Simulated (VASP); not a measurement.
# NaCl (Fm-3m) in VASP: a series of runs

The runs below take NaCl through elastic constants, with LDA, PBE+D3(BJ), PBEsol, rev-vdW-DF2.

Program: VASP 6.6.1. These are calculated values, not measurements. Logs are shortened: lines on timing, memory, paths and dates and some standing lists are left out, and cuts for length are marked.

## Step 1: The structure

The structure is cubic, space group Fm-3m (No. 225). Conventional cell: a = 5.620 Å, b = 5.620 Å, c = 5.620 Å, α = 90.00°, β = 90.00°, γ = 90.00°. Na (site symmetry m-3m) has 6 Cl at 2.81 Å as nearest neighbours. Cl (site symmetry m-3m) has 6 Na at 2.81 Å as nearest neighbours.

The cell was built by a generator and needn't be a form met in nature.

## Step 2: Elastic constants, LDA

POSCAR

```
NaCl
1.0
    0.0000000000      2.8100000000      2.8100000000
    2.8100000000      0.0000000000      2.8100000000
    2.8100000000      2.8100000000      0.0000000000
Na Cl
1 1
Direct
    0.0000000000      0.0000000000      0.0000000000
    0.5000000000      0.5000000000      0.5000000000
```

INCAR.step1

```
  PREC = Accurate
  ENCUT = 600
  EDIFF = 1E-8
  ISMEAR = 0
  SIGMA = 0.05
  LREAL = False
  LASPH = True
  NELM = 100
  ALGO = Fast
  ISIF = 3
  LWAVE = False
  LCHARG = False
  IBRION = 2
  NSW = 40
  EDIFFG = -0.002
  KPAR = 2
```

INCAR.step2

```
  PREC = Accurate
  ENCUT = 600
  EDIFF = 1E-8
  ISMEAR = 0
  SIGMA = 0.05
  LREAL = False
  LASPH = True
  NELM = 100
  ALGO = Fast
  ISIF = 3
  LWAVE = False
  LCHARG = False
  IBRION = 6
  NFREE = 2
  POTIM = 0.015
  NSW = 1
  KPAR = 2
```

KPOINTS

```
regular mesh
0
Gamma
  10 10 10
```

Potentials or basis: VASP PAW LDA potentials, release 64 (Na_pv, Cl).

Launch:

```console
$ cat potpaw_LDA.64/Na_pv/POTCAR potpaw_LDA.64/Cl/POTCAR > POTCAR
$ cp INCAR.step1 INCAR
$ mpirun -np 2 vasp_std > vasp.out
$ cp CONTCAR POSCAR
$ cp INCAR.step2 INCAR
$ mpirun -np 2 vasp_std > vasp.out
```

OUTCAR:

```text
PREC = Accurate
   ENCUT = 600
   EDIFF = 1E-8
   ISMEAR = 0
   LREAL = False
   LASPH = True
   NELM = 100
   ISIF = 3
   IBRION = 6
   NFREE = 2
   POTIM = 0.015
   NSW = 1

 ion  position               nearest neighbor table
   1  0.000  0.000  0.000-
   2  0.500  0.500  0.500-

  LATTYP: Found a face centered cubic cell.
 ALAT       =     5.4655253506

  Lattice vectors:

 A1 = (   0.0000000000,   2.7327626753,   2.7327626753)
 A2 = (   2.7327626753,   0.0000000000,   2.7327626753)
 A3 = (   2.7327626753,   2.7327626753,   0.0000000000)

Analysis of symmetry for initial positions (statically):
=====================================================================
 Subroutine PRICEL returns:
 Original cell was already a primitive cell.

 Routine SETGRP: Setting up the symmetry group for a
 face centered cubic supercell.

 Subroutine GETGRP returns: Found 48 space group operations
 (whereof 48 operations were pure point group operations)
 out of a pool of 48 trial point group operations.

The static configuration has the point symmetry O_h .

Analysis of symmetry for dynamics (positions and initial velocities):
=====================================================================
 Subroutine PRICEL returns:
 Original cell was already a primitive cell.

 Routine SETGRP: Setting up the symmetry group for a
 face centered cubic supercell.

 Subroutine GETGRP returns: Found 48 space group operations
 (whereof 48 operations were pure point group operations)
 out of a pool of 48 trial point group operations.

The dynamic configuration has the point symmetry O_h .

 Subroutine INISYM returns: Found 48 space group operations
 (whereof 48 operations are pure point group operations),
 and found     1 'primitive' translations

----------------------------------------------------------------------------------------

                                     Primitive cell

[... 671 lines left out ...]
  ---------------------------------------------------
  ext. energy  EPLUGINS =         0.00000000
  ---------------------------------------------------
  free energy    TOTEN  =        -7.38918426 eV

  energy without entropy =       -7.38918426  energy(sigma->0) =       -7.38918426

 E-fermi :  -0.0775     XC(G=0):  -9.1349

 val. band max:       -0.3623242238   @ k =   0.0000   0.0000   0.0000
 cond. band min:       4.7160141000   @ k =   0.0000   0.0000   0.0000
 fundamental gap:      5.0783383238
 Fermi energy:        -0.0775300211

 k-point     1 :       0.0000    0.0000    0.0000
  band No.  band energies     occupation
      1     -20.9903      2.00000
      2     -20.9903      2.00000
      3     -20.9903      2.00000
      4     -13.1840      2.00000
      5      -0.3624      2.00000
      6      -0.3623      2.00000
      7      -0.3623      2.00000
      8       4.7160      0.00000
      9      10.5669      0.00000
     10      10.5669      0.00000
     11      10.5670      0.00000
[... 351 lines left out ...]
  FREE ENERGIE OF THE ION-ELECTRON SYSTEM (eV)
  ---------------------------------------------------
  free  energy   TOTEN  =        -7.3891842648 eV

  energy  without entropy=       -7.3891842648  energy(sigma->0) =       -7.38918426

 INTERNAL STRAIN TENSORS FROM STRAINED CELLS
 ============================================

 INTERNAL STRAIN TENSOR FOR ION    1 for displacements in x,y,z  (eV/Angst):
          X           Y           Z          XY          YZ          ZX
  --------------------------------------------------------------------------------
  x     0.00000     0.00000     0.00000     0.00000    -0.00000     0.00000
  y     0.00000     0.00000    -0.00000    -0.00000    -0.00000     0.00000
  z    -0.00000    -0.00000     0.00000    -0.00000    -0.00000     0.00000

 INTERNAL STRAIN TENSORS FROM DISPLACED ATOMS
 ============================================

 INTERNAL STRAIN TENSOR FOR ION    1 for displacements in x,y,z  (eV/Angst):
          X           Y           Z          XY          YZ          ZX
  --------------------------------------------------------------------------------
  x     0.00000     0.00000     0.00000     0.00000     0.00000     0.00000
  y     0.00000     0.00000     0.00000     0.00000     0.00000     0.00000
  z     0.00000     0.00000     0.00000     0.00000     0.00000     0.00000

 INTERNAL STRAIN TENSOR FOR ION    2 for displacements in x,y,z  (eV/Angst):
          X           Y           Z          XY          YZ          ZX
  --------------------------------------------------------------------------------
  x     0.00000     0.00000     0.00000     0.00000     0.00000     0.00000
  y     0.00000     0.00000     0.00000     0.00000     0.00000     0.00000
  z     0.00000     0.00000     0.00000     0.00000     0.00000     0.00000

 Eigenvectors and eigenvalues of the dynamical matrix
 ----------------------------------------------------

   1 f  =    5.679738 THz    35.686844 2PiTHz  189.455656 cm-1    23.489497 meV
             X         Y         Z           dx          dy          dz
      0.000000  0.000000  0.000000     0.777119   -0.000000    0.000000
      2.732763  2.732763  2.732763    -0.629354    0.000000    0.000000
[... 21 lines left out ...]
   6 f/i=    0.015756 THz     0.098995 2PiTHz    0.525550 cm-1     0.065160 meV
             X         Y         Z           dx          dy          dz
      0.000000  0.000000  0.000000     0.334681   -0.532987    0.000000
      2.732763  2.732763  2.732763     0.413260   -0.658126    0.000000

--------------------------------------------------------------------------------------------------------

 ELASTIC MODULI CONTR FROM IONIC RELAXATION (kBar)
 Direction    XX          YY          ZZ          XY          YZ          ZX
 --------------------------------------------------------------------------------
 XX           0.0000      0.0000      0.0000      0.0000      0.0000      0.0000
 YY           0.0000      0.0000      0.0000      0.0000      0.0000      0.0000
 ZZ           0.0000      0.0000      0.0000      0.0000      0.0000      0.0000
 XY           0.0000      0.0000      0.0000      0.0000      0.0000      0.0000
 YZ           0.0000      0.0000      0.0000      0.0000      0.0000      0.0000
 ZX           0.0000      0.0000      0.0000      0.0000      0.0000      0.0000
 --------------------------------------------------------------------------------

 TOTAL ELASTIC MODULI (kBar)
 Direction    XX          YY          ZZ          XY          YZ          ZX
 --------------------------------------------------------------------------------
 XX         707.1609    129.2007    129.2007      0.0000      0.0000     -0.0000
 YY         129.2007    707.1609    129.2007     -0.0000      0.0000      0.0000
 ZZ         129.2007    129.2007    707.1609      0.0000      0.0000      0.0000
 XY           0.0000     -0.0000      0.0000    129.1273      0.0000      0.0000
 YZ           0.0000      0.0000      0.0000      0.0000    129.1273      0.0000
 ZX          -0.0000      0.0000      0.0000      0.0000      0.0000    129.1273
 --------------------------------------------------------------------------------
```

Wall time 9.5 min (2 MPI ranks of Intel Xeon Platinum 8488C (Sapphire Rapids), shared host); peak memory 0.34 GiB.

What came out:

```yaml
Relaxed_volume: 20.41 Å³/atom
Relaxed_cell: a = 3.865 Å, b = 3.865 Å, c = 3.865 Å, α = 60.00°, β = 60.00°, γ = 60.00°
Space_group_after_relaxing_to_0.05_Å: Fm-3m (No. 225)
Elastic_constants_C11_C12_C44: 71, 13, 13 GPa
Voigt_bulk_modulus: 32 GPa
Highest_phonon_frequency_at_Γ_LO-TO_splitting_left_out: 189 cm⁻¹
```

The path:
| step | energy change (eV) | largest force (eV/Å) | pressure (GPa) | volume (Å³) |
| --- | --- | --- | --- | --- |
| 1 | 0.0000 | 0.0000 | -2.20 | 44.38 |
| 2 | -0.0204 | 0.0000 | -1.14 | 42.45 |
| 3 | -0.0264 | 0.0000 | -0.09 | 40.94 |
| 4 | -0.0264 | 0.0000 | 0.00 | 40.82 |

Final structure:
```
Na Cl
1.0
     0.00000    2.73276    2.73276
     2.73276    0.00000    2.73276
     2.73276    2.73276    0.00000
Na Cl
1 1
Direct
  0.00000 0.00000 0.00000
  0.50000 0.50000 0.50000
```

Phonon frequencies in cm⁻¹ (negative: imaginary):
| q point | frequencies |
| --- | --- |
| (0.000, 0.000, 0.000) | -1 -1 -1 189 189 189 |

Elastic tensor in Voigt notation (GPa, in the Cartesian axes of the cell as first typed):
```
71 13 13  0  0  0
13 71 13  0  0  0
13 13 71  0  0  0
 0  0  0 13  0  0
 0  0  0  0 13  0
 0  0  0  0  0 13
```

Clamped-ion elastic tensor (GPa):
```
71 13 13  0  0  0
13 71 13  0  0  0
13 13 71  0  0  0
 0  0  0 13  0  0
 0  0  0  0 13  0
 0  0  0  0  0 13
```

## Step 3: Elastic constants, PBE+D3(BJ)

POSCAR is that of step 2.

INCAR.step1

```
SYSTEM = NaCl
PREC = Accurate
ENCUT = 600
EDIFF = 1E-8
ISMEAR = 0
SIGMA = 0.05
LREAL = .False.
LASPH = .True.
NELM = 100
ALGO = Fast
ISIF = 3
LWAVE = .False.
LCHARG = .False.
GGA = PE
IVDW = 12
IBRION = 2
NSW = 40
EDIFFG = -0.002
KPAR = 2
```

INCAR.step2

```
SYSTEM = NaCl
PREC = Accurate
ENCUT = 600
EDIFF = 1E-8
ISMEAR = 0
SIGMA = 0.05
LREAL = .False.
LASPH = .True.
NELM = 100
ALGO = Fast
ISIF = 3
LWAVE = .False.
LCHARG = .False.
GGA = PE
IVDW = 12
IBRION = 6
NFREE = 2
POTIM = 0.015
NSW = 1
KPAR = 2
```

KPOINTS

```
regular mesh
0
Gamma
  10 10 10
  0 0 0
```

Potentials or basis: VASP PAW PBE potentials, release 64 (Na_pv, Cl).

Launch:

```console
$ cat potpaw_PBE.64/Na_pv/POTCAR potpaw_PBE.64/Cl/POTCAR > POTCAR
$ cp INCAR.step1 INCAR
$ mpirun -np 2 vasp_std > vasp.out
$ cp CONTCAR POSCAR
$ cp INCAR.step2 INCAR
$ mpirun -np 2 vasp_std > vasp.out
```

It took 8 min on 2 MPI ranks of Intel Xeon Platinum 8259CL at 2.50GHz (Skylake/Cascade Lake), shared host; peak memory 0.38 GiB.

The run converged. Its results:

```yaml
Relaxed_volume: 21.70 Å³/atom
Relaxed_cell: a = 3.945 Å, b = 3.945 Å, c = 3.945 Å, α = 60.00°, β = 60.00°, γ = 60.00°
Space_group_after_relaxing_to_0.05_Å: Fm-3m (No. 225)
Elastic_constants_C11_C12_C44: 62, 11, 13 GPa
Voigt_bulk_modulus: 28 GPa
Highest_phonon_frequency_at_Γ_LO-TO_splitting_left_out: 178 cm⁻¹
Dispersion_energy_per_atom: -0.222 eV
```

Step by step:
| step | energy change (eV) | largest force (eV/Å) | pressure (GPa) | volume (Å³) |
| --- | --- | --- | --- | --- |
| 1 | 0.0000 | 0.0000 | -0.58 | 44.38 |
| 2 | -0.0014 | 0.0000 | -0.28 | 43.86 |
| 3 | -0.0018 | 0.0000 | -0.03 | 43.45 |
| 4 | -0.0018 | 0.0000 | 0.01 | 43.40 |

Final structure:
```xyz
2
Lattice="0.0000 2.7893 2.7893 2.7893 0.0000 2.7893 2.7893 2.7893 0.0000" Properties=species:S:1:pos:R:3 pbc="T T T"
Na    5.5786    5.5786    5.5786
Cl    2.7893    2.7893    2.7893
```

Phonon frequencies in cm⁻¹ (negative: imaginary):
| q point | frequencies |
| --- | --- |
| (0.000, 0.000, 0.000) | 0 0 0 178 178 178 |

Elastic tensor in Voigt notation (GPa, in the Cartesian axes of the cell as first typed):
```
62 11 11  0  0  0
11 62 11  0  0  0
11 11 62  0  0  0
 0  0  0 13  0  0
 0  0  0  0 13  0
 0  0  0  0  0 13
```

Clamped-ion elastic tensor (GPa):
```
62 11 11  0  0  0
11 62 11  0  0  0
11 11 62  0  0  0
 0  0  0 13  0  0
 0  0  0  0 13  0
 0  0  0  0  0 13
```

## Step 4: Elastic constants, PBEsol

POSCAR is that of step 3.

INCAR.step1, as its differences from that of step 3:

```diff
@@ -8,3 +8,3 @@
 LASPH = .True.
-NELM = 100
+NELM = 60
 ALGO = Fast
@@ -13,4 +13,3 @@
 LCHARG = .False.
-GGA = PE
-IVDW = 12
+GGA = PS
 IBRION = 2
```

INCAR.step2, as its differences from that of step 3:

```diff
@@ -8,3 +8,3 @@
 LASPH = .True.
-NELM = 100
+NELM = 60
 ALGO = Fast
@@ -13,4 +13,3 @@
 LCHARG = .False.
-GGA = PE
-IVDW = 12
+GGA = PS
 IBRION = 6
```

KPOINTS

```
Automatic mesh
0
Gamma
  10 10 10
  0 0 0
```

Launch:

```console
$ cat potpaw_PBE.64/Na_pv/POTCAR potpaw_PBE.64/Cl/POTCAR > POTCAR
$ cp INCAR.step1 INCAR
$ mpirun -np 2 vasp_std > vasp.out
$ cp CONTCAR POSCAR
$ cp INCAR.step2 INCAR
$ mpirun -np 2 vasp_std > vasp.out
```

Run time: 3.9 min. Hardware: 2 MPI ranks of Intel Xeon 6975P-C (Granite Rapids), shared host; peak memory 0.37 GiB.

The run converged. Its results:

| Quantity | Value |
| --- | --- |
| Relaxed volume | 22.02 Å³/atom |
| Relaxed cell | a = 3.964 Å, b = 3.964 Å, c = 3.964 Å, α = 60.00°, β = 60.00°, γ = 60.00° |
| Space group after relaxing (to 0.05 Å) | Fm-3m (No. 225) |
| Elastic constants C11, C12, C44 | 55, 11, 12 GPa |
| Voigt bulk modulus | 26 GPa |
| Highest phonon frequency at Γ, LO-TO splitting left out | 168 cm⁻¹ |

The path:
| step | energy change (eV) | largest force (eV/Å) | pressure (GPa) | volume (Å³) |
| --- | --- | --- | --- | --- |
| 1 | 0.0000 | 0.0000 | -0.20 | 44.38 |
| 2 | -0.0002 | 0.0000 | -0.10 | 44.20 |
| 3 | -0.0002 | 0.0000 | -0.01 | 44.03 |

Final structure:
```
Na Cl
1.0
     0.00000    2.80278    2.80278
     2.80278    0.00000    2.80278
     2.80278    2.80278    0.00000
Na Cl
1 1
Direct
  0.00000 0.00000 0.00000
  0.50000 0.50000 0.50000
```

Phonon frequencies in cm⁻¹ (negative: imaginary):
| q point | frequencies |
| --- | --- |
| (0.000, 0.000, 0.000) | 0 0 0 168 168 168 |

Elastic tensor in Voigt notation (GPa, in the Cartesian axes of the cell as first typed):
```
55 11 11  0  0  0
11 55 11  0  0  0
11 11 55  0  0  0
 0  0  0 12  0  0
 0  0  0  0 12  0
 0  0  0  0  0 12
```

Clamped-ion elastic tensor (GPa):
```
55 11 11  0  0  0
11 55 11  0  0  0
11 11 55  0  0  0
 0  0  0 12  0  0
 0  0  0  0 12  0
 0  0  0  0  0 12
```

Caveat: the PAW data sets were made with another functional, which shifts forces and pressure a little.

## Step 5: Elastic constants, rev-vdW-DF2

POSCAR is that of step 4.

INCAR.step1

```
PREC     = Accurate       # precision mode
ENCUT    = 600            # plane-wave cutoff, eV
EDIFF    = 1E-8           # SCF threshold, eV
ISMEAR   = 0              # smearing method
SIGMA    = 0.05           # smearing width, eV
LREAL    = False          # projectors in reciprocal space
LASPH    = True           # aspherical terms in the spheres
NELM     = 60             # most SCF steps
ALGO     = Fast           # electronic algorithm
ISIF     = 3              # what is computed and relaxed
LWAVE    = False          # write WAVECAR
LCHARG   = False          # write CHGCAR
GGA      = MK             # functional
LUSE_VDW = True         
AGGAC    = 0.0          
PARAM1   = 0.1234       
PARAM2   = 0.711357     
ZAB_VDW  = -1.8867      
IBRION   = 2              # ionic algorithm
NSW      = 40             # ionic steps
EDIFFG   = -0.002         # ionic threshold
KPAR     = 2
```

INCAR.step2

```
PREC     = Accurate       # precision mode
ENCUT    = 600            # plane-wave cutoff, eV
EDIFF    = 1E-8           # SCF threshold, eV
ISMEAR   = 0              # smearing method
SIGMA    = 0.05           # smearing width, eV
LREAL    = False          # projectors in reciprocal space
LASPH    = True           # aspherical terms in the spheres
NELM     = 60             # most SCF steps
ALGO     = Fast           # electronic algorithm
ISIF     = 3              # what is computed and relaxed
LWAVE    = False          # write WAVECAR
LCHARG   = False          # write CHGCAR
GGA      = MK             # functional
LUSE_VDW = True         
AGGAC    = 0.0          
PARAM1   = 0.1234       
PARAM2   = 0.711357     
ZAB_VDW  = -1.8867      
IBRION   = 6              # ionic algorithm
NFREE    = 2            
POTIM    = 0.015          # step
NSW      = 1              # ionic steps
KPAR     = 2
```

KPOINTS

```
Automatic mesh
0
Gamma
  10 10 10
```

Launch:

```console
$ cat potpaw_PBE.64/Na_pv/POTCAR potpaw_PBE.64/Cl/POTCAR > POTCAR
$ cp INCAR.step1 INCAR
$ mpirun -np 2 vasp_std > vasp.out
$ cp CONTCAR POSCAR
$ cp INCAR.step2 INCAR
$ mpirun -np 2 vasp_std > vasp.out
```

It took 14 min on 2 MPI ranks of AMD EPYC 9R45 (Zen 5), shared host; peak memory 0.49 GiB.

Results (log left out):

- Relaxed volume: 22.16 Å³/atom
- Relaxed cell: a = 3.972 Å, b = 3.972 Å, c = 3.972 Å, α = 60.00°, β = 60.00°, γ = 60.00°
- Space group after relaxing (to 0.05 Å): Fm-3m (No. 225)
- Elastic constants C11, C12, C44: 58, 11, 13 GPa
- Voigt bulk modulus: 26 GPa
- Highest phonon frequency at Γ, LO-TO splitting left out: 172 cm⁻¹

Final structure:
```
Na Cl
1.0
     0.00000    2.80878    2.80878
     2.80878    0.00000    2.80878
     2.80878    2.80878    0.00000
Na Cl
1 1
Direct
  0.00000 0.00000 0.00000
  0.50000 0.50000 0.50000
```

Phonon frequencies in cm⁻¹ (negative: imaginary):
| q point | frequencies |
| --- | --- |
| (0.000, 0.000, 0.000) | -1 -1 -1 172 172 172 |

Elastic tensor in Voigt notation (GPa, in the Cartesian axes of the cell as first typed):
```
58 11 11  0  0  0
11 58 11  0  0  0
11 11 58  0  0  0
 0  0  0 13  0  0
 0  0  0  0 13  0
 0  0  0  0  0 13
```

Clamped-ion elastic tensor (GPa):
```
58 11 11  0  0  0
11 58 11  0  0  0
11 11 58  0  0  0
 0  0  0 13  0  0
 0  0  0  0 13  0
 0  0  0  0  0 13
```

Caveat: the PAW data sets were made with another functional, which shifts forces and pressure a little.
